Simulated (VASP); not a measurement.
# SnO (Romarchite) (P4/nmm) in VASP: further runs, part 2 of 2

VASP 6.6.1.

**3. EvGW0 quasiparticle levels, PBE**

File POSCAR:

```
SnO                                     
1.0
    3.8353843716      0.0000000000      0.0000000000
    0.0000000000      3.8353843716      0.0000000000
    0.0000000000      0.0000000000      4.7280492592
  Sn              O             
     2     2
Direct
     0.5000000000000000    0.0000000000000000    0.2459635578495494
     0.0000000000000000    0.5000000000000000    0.7540364421504506
     0.0000000000000000    0.0000000000000000    0.0000000000000000
     0.5000000000000000    0.5000000000000000    0.0000000000000000
```

File INCAR.step1:

```
SYSTEM = SnO
PREC = Accurate
ENCUT = 500
EDIFF = 1E-8
ISMEAR = 0
SIGMA = 0.01
LREAL = .False.
LASPH = .True.
NELM = 80
ALGO = Fast
LWAVE = .True.
LCHARG = .False.
GGA = PE
KPAR = 4
```

File INCAR.step2:

```
SYSTEM = SnO
PREC = Accurate
ENCUT = 500
EDIFF = 1E-8
ISMEAR = 0
SIGMA = 0.01
LREAL = .False.
LASPH = .True.
NELM = 1
ALGO = Exact
LWAVE = .True.
LCHARG = .False.
GGA = PE
KPAR = 4
NBANDS = 281
LOPTICS = .True.
ISTART = 1
```

File INCAR.step3:

```
SYSTEM = SnO
PREC = Accurate
ENCUT = 500
EDIFF = 1E-8
ISMEAR = 0
SIGMA = 0.01
LREAL = .False.
LASPH = .True.
ALGO = EVGW0
LWAVE = .False.
LCHARG = .False.
GGA = PE
KPAR = 4
NELMGW = 4
NBANDS = 281
ENCUTGW = 150
NOMEGA = 48
PRECFOCK = Fast
ISTART = 1
NBANDSGW = 28
```

File KPOINTS:

```
Automatic mesh
0
Gamma
  4 4 4
  0 0 0
```

Potentials or basis: VASP PAW PBE potentials, release 64 (Sn_d_GW, O_GW).

Launch:

```sh
$ cat potpaw_PBE.64/Sn_d_GW/POTCAR potpaw_PBE.64/O_GW/POTCAR > POTCAR
$ cp INCAR.step1 INCAR
$ mpirun -np 4 vasp_std > vasp.out
$ cp INCAR.step2 INCAR
$ mpirun -np 4 vasp_std > vasp.out
$ cp INCAR.step3 INCAR
$ mpirun -np 4 vasp_std > vasp.out
```

OUTCAR:

```text
SYSTEM = SnO
   PREC = Accurate
   ENCUT = 500
   EDIFF = 1E-8
   ISMEAR = 0
   LREAL = .False.
   LASPH = .True.
   GGA = PE
   NELMGW = 4
   ENCUTGW = 150
   PRECFOCK = Fast
   ISTART = 1

 ion  position               nearest neighbor table
   1  0.500  0.000  0.246-   3 2.24   4 2.24   4 2.24   3 2.24
   2  0.000  0.500  0.754-   3 2.24   4 2.24   3 2.24   4 2.24
   3  0.000  0.000  0.000-   1 2.24   2 2.24   2 2.24   1 2.24
   4  0.500  0.500  0.000-   1 2.24   2 2.24   1 2.24   2 2.24

  LATTYP: Found a simple tetragonal cell.
 ALAT       =     3.8353843716
 C/A-ratio  =     1.2327445703

  Lattice vectors:
[... 168 lines left out ...]
   LRPA    =     F    only Hartree local field effects (RPA)
   LRPAFORCE           =     F    calculate RPA forces
   ENCUTGW             = 150.0    cutoff for response function in eV
   ENCUTGWSOFT         = 120.0    soft cutoff for Coulomb kernel in GW response function in eV
   ENCUTLF             =  -1.0    cutoff for local field effects
   NELMGW              =     4    number of iterations in solving QP/BSE equation
   NELMHF              =     1    number of iterations in the inner HF iteration
   NKREDLFX            =     1    NKREDLFY  =   1   NKREDLFZ  =   1
 non-spin polarized calculation
 Gauss-broadening in eV      SIGMA  =   0.01
  energy-cutoff  :      500.00
  volume of cell :       69.55
 maximum number of plane-waves:      1790
 NGX is ok and might be reduce to    28
  NGX = 16; NGY = 16; NGZ = 20
   NGX = 13   NGY = 13   NGZ = 17
 maximum number of plane-waves:       312

 QP shifts <psi_nk| G(iteration)W_0 |psi_nk>: iteration 1
 for sc-GW calculations column KS-energies equals QP-energies in previous step
 and V_xc(KS)=  KS-energies - (<T + V_ion + V_H > + <T+V_H+V_ion>^1  + <V_x>^1)

 k-point   1 :       0.0000    0.0000    0.0000
  band No.  KS-energies  QP-energies   sigma(KS)   V_xc(KS)     V^pw_x(r,r')   Z            occupation Imag(sigma)

      1     -16.6297     -19.1688     -21.1877     -17.5127     -27.5694       0.6909       2.0000       0.5076
      2     -16.2420     -19.0954     -21.4768     -17.4594     -27.1063       0.7103       2.0000       0.3948
      3     -16.2420     -19.0954     -21.4768     -17.4594     -27.1063       0.7103       2.0000       0.3948
      4     -16.2335     -19.1012     -21.5364     -17.4920     -27.1708       0.7091       2.0000       0.3881
      5     -16.2063     -19.0343     -21.4730     -17.4773     -27.0210       0.7078       2.0000       0.3170
      6     -16.1948     -19.0302     -21.4355     -17.4337     -27.0073       0.7085       2.0000       0.3416
[... 1829 lines left out ...]
      6     -20.0530     -20.1144     -21.4151       1.2754     -27.0562       0.7079       2.0000       0.2730
[... 12 lines left out ...]
     19       2.2183       2.2092     -20.2239      22.4294     -24.8530       0.7078       2.0000       0.1716
     20       4.0150       4.0104     -14.8132      18.8221     -16.1501       0.7597       2.0000       0.1073
     21       7.2441       7.2428     -10.7274      17.9698      -7.2867       0.7
```

OUTCAR.step1:

```text
SYSTEM = SnO
   PREC = Accurate
   ENCUT = 500
   EDIFF = 1E-8
   ISMEAR = 0
   LREAL = .False.
   LASPH = .True.
   NELM = 80
[... 709 lines left out ...]
      0.00000      1.91769      3.56512         0.000000      0.000000      0.023013
      0.00000      0.00000      0.00000         0.000000     -0.000000      0.000000
      1.91769      1.91769      0.00000         0.000000      0.000000      0.000000
 -----------------------------------------------------------------------------------
    total drift:                                0.000000      0.000000     -0.000000

  FREE ENERGIE OF THE ION-ELECTRON SYSTEM (eV)
  ---------------------------------------------------
  free  energy   TOTEN  =       -22.7436855433 eV

  energy  without entropy=      -22.7435092341  energy(sigma->0) =      -22.74359739
```

OUTCAR.step2:

```text
SYSTEM = SnO
   PREC = Accurate
   ENCUT = 500
   EDIFF = 1E-8
[... 1190 lines left out ...]
  --------------------------------------------------------------------------------------------------------------
     0.00000     9.93526     9.93526     7.37643    -0.00000    -0.00000     0.00000
     1.81889    11.78453    11.78453     9.28335    -0.00000    -0.00000     0.00000
     3.63777     0.24022     0.24022    11.83819    -0.00000    -0.00000    -0.00000
     5.45666    -3.01675    -3.01675    -0.34063    -0.00000     0.00000    -0.00000
     7.27555     1.02049     1.02049    -0.49985    -0.00000    -0.00000    -0.00000
     9.09444    -0.25389    -0.25389     0.02379    -0.00000     0.00000    -0.00000
[... 92 lines left out ...]
   178.25097     0.96895     0.96895     0.96901    -0.00000    -0.00000    -0.00000
   180.06986     0.96966     0.96966     0.96972    -0.00000    -0.00000    -0.00000
```

It took 50 min on 4 MPI ranks of AMD EPYC 7R13 (Zen 3), shared host; peak memory 1.5 GiB.

What came out:

| Item | Value |
| --- | --- |
| Band gap on the k mesh, mean-field level | none (metal or under the smearing width) |
| Quasiparticle gap | -0.08 eV |
| Least direct quasiparticle gap | 2.49 eV |

Quasiparticle gap after each update of the energies (eV): -0.12, -0.09, -0.08, -0.08

Caveat: the k mesh is coarse (spacing up to 0.41 Å⁻¹), so the values aren't converged; the cutoff is under 1.25 times the usual one of these potentials, so pressure, stress and relaxed cells hold a basis-set (Pulay) error; bands, screening cutoff and mesh are small and nothing is extrapolated, so the quasiparticle values aren't converged.

**4. Phonons, PBE+D3(BJ)**

File POSCAR:

```
SnO
1.0
    3.8353843100      0.0000000000      0.0000000000
    0.0000000000      3.8353843100      0.0000000000
    0.0000000000      0.0000000000      4.7280497360
  Sn              O
     2     2
Direct
     0.5000000000000000    0.0000000000000000    0.2459635355025114
     0.0000000000000000    0.5000000000000000    0.7540364644974886
     0.0000000000000000    0.0000000000000000    0.0000000000000000
     0.5000000000000000    0.5000000000000000    0.0000000000000000
```

File INCAR.step1:

```
PREC     = Accurate       # precision mode
ENCUT    = 600            # plane-wave cutoff, eV
EDIFF    = 1E-8           # SCF threshold, eV
ISMEAR   = 0              # smearing method
SIGMA    = 0.03           # smearing width, eV
LREAL    = F              # projectors in reciprocal space
LASPH    = T              # aspherical terms in the spheres
NELM     = 80             # most SCF steps
ALGO     = Fast           # electronic algorithm
ISIF     = 3              # what is computed and relaxed
LWAVE    = F              # write WAVECAR
LCHARG   = F              # write CHGCAR
GGA      = PE             # functional
IVDW     = 12             # dispersion correction
KPAR     = 2            
IBRION   = 2              # ionic algorithm
NSW      = 40             # ionic steps
EDIFFG   = -0.002         # ionic threshold
```

File INCAR.step2:

```
PREC     = Accurate       # precision mode
ENCUT    = 600            # plane-wave cutoff, eV
EDIFF    = 1E-8           # SCF threshold, eV
ISMEAR   = 0              # smearing method
SIGMA    = 0.03           # smearing width, eV
LREAL    = F              # projectors in reciprocal space
LASPH    = T              # aspherical terms in the spheres
NELM     = 80             # most SCF steps
ALGO     = Fast           # electronic algorithm
ISIF     = 2              # what is computed and relaxed
LWAVE    = F              # write WAVECAR
LCHARG   = F              # write CHGCAR
GGA      = PE             # functional
IVDW     = 12             # dispersion correction
KPAR     = 2            
IBRION   = 6              # ionic algorithm
NFREE    = 2            
POTIM    = 0.015          # step
NSW      = 1              # ionic steps
```

File KPOINTS:

```
Automatic mesh
0
Gamma
  8 8 6
```

Potentials or basis: VASP PAW PBE potentials, release 64 (Sn_d, O).

Launch:

```sh
$ cat potpaw_PBE.64/Sn_d/POTCAR potpaw_PBE.64/O/POTCAR > POTCAR
$ cp INCAR.step1 INCAR
$ mpirun -np 2 vasp_std > vasp.out
$ cp CONTCAR POSCAR
$ cp INCAR.step2 INCAR
$ mpirun -np 2 vasp_std > vasp.out
```

OUTCAR:

```text
PREC = Accurate
   ENCUT = 600
   EDIFF = 1E-8
   ISMEAR = 0
   LREAL = F
   LASPH = T
   NELM = 80
   ISIF = 2
   GGA = PE
   IVDW = 12
   IBRION = 6
   NFREE = 2
   POTIM = 0.015
   NSW = 1
 IVDW          = 12

 ion  position               nearest neighbor table
   1  0.500  0.000  0.246-   3 2.24   4 2.24   4 2.24   3 2.24   2 3.57   2 3.57   2 3.57   2 3.57
                             2 3.63   2 3.63   2 3.63   2 3.63
[... 1252 lines left out ...]
          X           Y           Z          XY          YZ          ZX
  --------------------------------------------------------------------------------
  x     0.00000     0.00000     0.00000     0.00000     0.00000    -3.31096
  y     0.00000     0.00000     0.00000     0.00000     3.31099     0.00000
  z    -6.34997     6.34997     0.00000     0.00000     0.00000     0.00000

 Eigenvectors and eigenvalues of the dynamical matrix
 ----------------------------------------------------

   1 f  =   13.584188 THz    85.351968 2PiTHz  453.119723 cm-1    56.179660 meV
             X         Y         Z           dx          dy          dz
      1.917056  0.000000  1.163498     0.004171    0.038074    0.000000
      0.000000  1.917056  3.572539    -0.004171   -0.038074    0.000000
      0.000000  0.000000  0.000000    -0.076892    0.701869    0.000000
      1.917056  1.917056  0.000000     0.076892   -0.701869    0.000000
[... 71 lines left out ...]
  12 f/i=    0.002281 THz     0.014331 2PiTHz    0.076084 cm-1     0.009433 meV
             X         Y         Z           dx          dy          dz
      1.917056  0.000000  1.163498    -0.174532    0.640505   -0.000000
      0.000000  1.917056  3.572539    -0.174532    0.640505   -0.000000
      0.000000  0.000000  0.000000    -0.064017    0.234933   -0.000000
      1.917056  1.917056  0.000000    -0.064017    0.234933   -0.000000

 ELASTIC MODULI CONTR FROM IONIC RELAXATION (kBar)
 Direction    XX          YY          ZZ          XY          YZ          ZX
 --------------------------------------------------------------------------------
 XX        -570.9827    -28.4515   -474.3390      0.0000      0.0000     -0.0000
 YY         -28.4515   -570.9827   -474.3390      0.0000      0.0000     -0.0000
 ZZ        -474.3390   -474.3390   -750.6997      0.0000      0.0000     -0.0000
 XY           0.0000      0.0000      0.0000      0.0000      0.0000      0.0000
 YZ           0.0000      0.0000      0.0000      0.0000   -229.4254     -0.0000
 ZX          -0.0000     -0.0000     -0.0000      0.0000     -0.0000   -229.4222
 --------------------------------------------------------------------------------
```

Run time: 13 min. Hardware: 2 MPI ranks of Intel Xeon Platinum 8375C at 2.90GHz (Ice Lake), shared host; peak memory 0.52 GiB.

What came out:

```
Relaxed volume                                          : 17.41 Å³/atom
Relaxed cell                                            : a = 3.834 Å, b = 3.834 Å, c = 4.736 Å, α = 90.00°, β = 90.00°, γ = 90.00°
Space group after relaxing (to 0.05 Å)                  : P4/nmm (No. 129)
Highest phonon frequency at Γ, LO-TO splitting left out : 453 cm⁻¹
Dispersion energy per atom                              : -0.236 eV
```

Final structure:
```yaml
crystal:
  lattice:
    - [3.83411, 0.00000, 0.00000]
    - [0.00000, 3.83411, 0.00000]
    - [0.00000, 0.00000, 4.73604]
  atoms:
    - { symbol: Sn, position: [0.50000, 0.00000, 0.24567] }
    - { symbol: Sn, position: [0.00000, 0.50000, 0.75433] }
    - { symbol: O, position: [0.00000, 0.00000, 0.00000] }
    - { symbol: O, position: [0.50000, 0.50000, 0.00000] }
```

Phonon frequencies in cm⁻¹ (negative: imaginary):
| q point | frequencies |
| --- | --- |
| (0.000, 0.000, 0.000) | 0 0 0 111 111 205 259 259 341 359 453 453 |

**5. Dielectric tensor, PBE+D3(BJ)**

File INCAR:

```
PREC     = Accurate       # precision mode
ENCUT    = 600            # plane-wave cutoff, eV
EDIFF    = 1E-8           # SCF threshold, eV
ISMEAR   = 0              # smearing method
SIGMA    = 0.03           # smearing width, eV
LREAL    = F              # projectors in reciprocal space
LASPH    = T              # aspherical terms in the spheres
NELM     = 80             # most SCF steps
ALGO     = Fast           # electronic algorithm
ISIF     = 2              # what is computed and relaxed
LWAVE    = F              # write WAVECAR
LCHARG   = F              # write CHGCAR
GGA      = PE             # functional
IVDW     = 12             # dispersion correction
LEPSILON = T              # dielectric tensor by DFPT
KPAR     = 2
```

File KPOINTS:

```
Automatic mesh
0
Monkhorst-Pack
  12 12 10
```

File POSCAR:

```
SnO                                     
1.0
    3.8341125191      0.0000000000      0.0000000000
    0.0000000000      3.8341125191      0.0000000000
    0.0000000000      0.0000000000      4.7360377738
  Sn              O             
     2     2
Direct
     0.5000000000000000    1.0000000000000000    0.2456691425285803
     0.0000000000000000    0.5000000000000000    0.7543308574714198
     0.0000000000000000    0.0000000000000000    0.0000000000000000
     0.5000000000000000    0.5000000000000000    0.0000000000000000
```

Potentials or basis: VASP PAW PBE potentials, release 64 (Sn_d, O).

Launch:

```sh
$ cat potpaw_PBE.64/Sn_d/POTCAR potpaw_PBE.64/O/POTCAR > POTCAR
$ mpirun -np 2 vasp_std > vasp.out
```

OUTCAR:

```text
PREC = Accurate
   ENCUT = 600
   EDIFF = 1E-8
   ISMEAR = 0
   LREAL = F
   LASPH = T
   NELM = 80
   ISIF = 2
   GGA = PE
   IVDW = 12
   LEPSILON = T
 IVDW          = 12

 ion  position               nearest neighbor table
   1  0.500  0.000  0.246-   3 2.24   4 2.24   4 2.24   3 2.24   2 3.57   2 3.57   2 3.57   2 3.57
                             2 3.63   2 3.63   2 3.63   2 3.63
   2  0.000  0.500  0.754-   3 2.24   4 2.24   3 2.24   4 2.24   1 3.57   1 3.57   1 3.57   1 3.57
                             1 3.63   1 3.63   1 3.63   1 3.63
   3  0.000  0.000  0.000-   1 2.24   2 2.24   2 2.24   1 2.24
   4  0.500  0.500  0.000-   1 2.24   2 2.24   1 2.24   2 2.24

  LATTYP: Found a simple tetragonal cell.
 ALAT       =     3.8341125191
 C/A-ratio  =     1.2352370334

  Lattice vectors:

 A1 = (   3.8341125191,   0.0000000000,   0.0000000000)
 A2 = (   0.0000000000,   3.8341125191,   0.0000000000)
 A3 = (   0.0000000000,   0.0000000000,   4.7360377738)

Analysis of symmetry for initial positions (statically):
=====================================================================
 Subroutine PRICEL returns:
 Original cell was already a primitive cell.

 Routine SETGRP: Setting up the symmetry group for a
 simple tetragonal supercell.

 Subroutine GETGRP returns: Found 16 space group operations
 (whereof  8 operations were pure point group operations)
 out of a pool of 16 trial point group operations.

The static configuration has the point symmetry D_2d.
 The point group associated with its full space group is D_4h.

Analysis of symmetry for dynamics (positions and initial velocities):
=====================================================================
 Subroutine PRICEL returns:
 Original cell was already a primitive cell.

 Routine SETGRP: Setting up the symmetry group for a
 simple tetragonal supercell.

 Subroutine GETGRP returns: Found 16 space group operations
[... 844 lines left out ...]
           0.000000     9.462360     0.000000
           0.000000     0.000000     7.381816
 ------------------------------------------------------

 Free energy of the ion-electron system (eV)
  ---------------------------------------------------
  ---------------------------------------------------
  free energy    TOTEN  =        -1.66687174 eV

  energy without entropy =       -1.66687174

------------------------ aborting loop because EDIFF is reached ----------------------------------------

 Edisp (eV)   -0.94567

 E8    (eV) :    -0.4103
[... 7 lines left out ...]
 E8    (eV) :    -0.4103

--------------------------------------- Ionic step        3  -------------------------------------------

 Free energy of the ion-electron system (eV)
  ---------------------------------------------------
  ---------------------------------------------------
  free energy    TOTEN  =        -1.28734114 eV

  energy without entropy =       -1.28734114

------------------------ aborting loop because EDIFF is reached ----------------------------------------

 Edisp (eV)   -0.94567

 E8    (eV) :    -0.4103

 PIEZOELECTRIC TENSOR FIELD DIRECTION 3  (e Angst)
 -----------------------------------------------------------------------------
    -0.00050  0.00000  0.00000           ( -0.00003  0.00000  0.00000)
     0.00000 -0.00050  0.00000           (  0.00000 -0.00003  0.00000)
     0.00000  0.00000  0.01599           (  0.00000  0.00000 -0.00001)

 PIEZOELECTRIC TENSOR FIELD DIRECTION 3  (C/m^2)
 -----------------------------------------------------------------------------
    -0.00012  0.00000  0.00000
     0.00000 -0.00012  0.00000
     0.00000  0.00000  0.00368

 MACROSCOPIC STATIC DIELECTRIC TENSOR (including local field effects in DFT)
 ------------------------------------------------------
           8.873424     0.000000     0.000000
           0.000000     8.873424     0.000000
           0.000000     0.000000     7.207142
 ------------------------------------------------------

 PIEZOELECTRIC TENSOR (including local field effects)  for field in x, y, z        (e  Angst)
          XX          YY          ZZ          XY          YZ          ZX
  --------------------------------------------------------------------------------
  x     0.00000     0.00000     0.00000     0.00000     0.00000     0.00000
  y    -0.00000     0.00000     0.00000     0.00000     0.00000     0.00000
  z     0.00000     0.00000     0.00000     0.00000     0.00000     0.00000

 PIEZOELECTRIC TENSOR (including local field effects)  for field in x, y, z        (C/m^2)
          XX          YY          ZZ          XY          YZ          ZX
  --------------------------------------------------------------------------------
  x     0.00000     0.00000     0.00000     0.00000     0.00000     0.00000
  y    -0.00000     0.00000     0.00000     0.00000     0.00000     0.00000
  z     0.00000     0.00000     0.00000     0.00000     0.00000     0.00000

 BORN EFFECTIVE CHARGES (including local field effects) (in |e|, cummulative output)
 ---------------------------------------------------------------------------------
 ion    1
    1     3.17275     0.00000     0.00000
    2     0.00000     3.17275     0.00000
    3     0.00000     0.00000     2.95564
 ion    2
    1     3.17275     0.00000     0.00000
    2     0.00000     3.17275     0.00000
    3     0.00000     0.00000     2.95564
 ion    3
    1    -3.17275     0.00000     0.00000
    2     0.00000    -3.17275     0.00000
    3     0.00000     0.00000    -2.95564
 ion    4
    1    -3.17275     0.00000    -0.00000
    2     0.00000    -3.17275     0.00000
    3     0.00000     0.00000    -2.95564
```

Run time: 14 min. Hardware: 2 MPI ranks of Intel Xeon Platinum 8375C at 2.90GHz (Ice Lake), shared host; peak memory 0.9 GiB.

Results:

- Electronic dielectric tensor (diagonal): 8.87, 8.87, 7.21
- Born charges (mean of the diagonal): Sn +3.10; O -3.10 e
- Dispersion energy per atom: -0.236 eV

Levels at points of the mesh, in eV from the valence-band top:
```
           k point  band 16  band 17  band 18  band 19  band 20  band 21  band 22  band 23  band 24
(0.04, 0.04, 0.05)    -6.02    -3.38    -3.12    -3.00     0.00     2.27     4.16     4.21     5.00
```

Electronic dielectric tensor:
```
8.87 0.00 0.00
0.00 8.87 0.00
0.00 0.00 7.21
```

Born effective charge tensors (e):
atom 1, Sn
```
3.17 0.00 0.00
0.00 3.17 0.00
0.00 0.00 2.96
```
atom 2, Sn
```
3.17 0.00 0.00
0.00 3.17 0.00
0.00 0.00 2.96
```
atom 3, O
```
-3.17  0.00  0.00
 0.00 -3.17  0.00
 0.00  0.00 -2.96
```
atom 4, O
```
-3.17  0.00  0.00
 0.00 -3.17  0.00
 0.00  0.00 -2.96
```
